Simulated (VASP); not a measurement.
Input of a VASP 6.6.1 run:

INCAR

```
ALGO     = Normal         # electronic algorithm
EDIFF    = 1E-6           # SCF threshold, eV
EDIFFG   = -0.01          # ionic threshold
ENCUT    = 600            # plane-wave cutoff, eV
GGA      = PS             # functional
IBRION   = 2              # ionic algorithm
ISIF     = 3              # what is computed and relaxed
ISMEAR   = 1              # smearing method
LASPH    = True           # aspherical terms in the spheres
LCHARG   = False          # write CHGCAR
LREAL    = False          # projectors in reciprocal space
LWAVE    = False          # write WAVECAR
NELM     = 80             # most SCF steps
NSW      = 90             # ionic steps
PREC     = Accurate       # precision mode
SIGMA    = 0.1            # smearing width, eV
```

Contents of KPOINTS:

```
k-points
0
Gamma
  16 16 16
```

POSCAR

```
Ta
1.0
   -1.6512800000      1.6512800000      1.6512800000
    1.6512800000     -1.6512800000      1.6512800000
    1.6512800000      1.6512800000     -1.6512800000
Ta
1
Direct
    0.0000000000      0.0000000000      0.0000000000
```

Potentials or basis: VASP PAW PBE potentials, release 64 (Ta_pv).

Launch:

```sh
$ cat potpaw_PBE.64/Ta_pv/POTCAR > POTCAR
$ mpirun -np 1 vasp_std > vasp.out
```

**Question.** Estimate the band gap on the k mesh.

**Answer.** None (metal or under the smearing width).

**Question.** Estimate the space group after relaxing (to 0.05 Å).

**Answer.** Im-3m (No. 229).

**Question.** What does it give for the relaxed cell?

**Answer.** a = 2.843 Å, b = 2.843 Å, c = 2.843 Å, α = 109.47°, β = 109.47°, γ = 109.47°.

**Question.** Predict the relaxed volume.

**Answer.** 17.70 Å³/atom.

The path:
```tsv
step	energy change (eV)	largest force (eV/Å)	pressure (GPa)	volume (Å³)
1	0.0000	0.0000	-3.50	18.01
2	0.0146	0.0000	8.67	17.00
3	-0.0035	0.0000	-0.04	17.70
```

Caveat: the PAW data sets were made with another functional, which shifts forces and pressure a little. Spin-orbit coupling is left out, which matters for the levels of Ta.
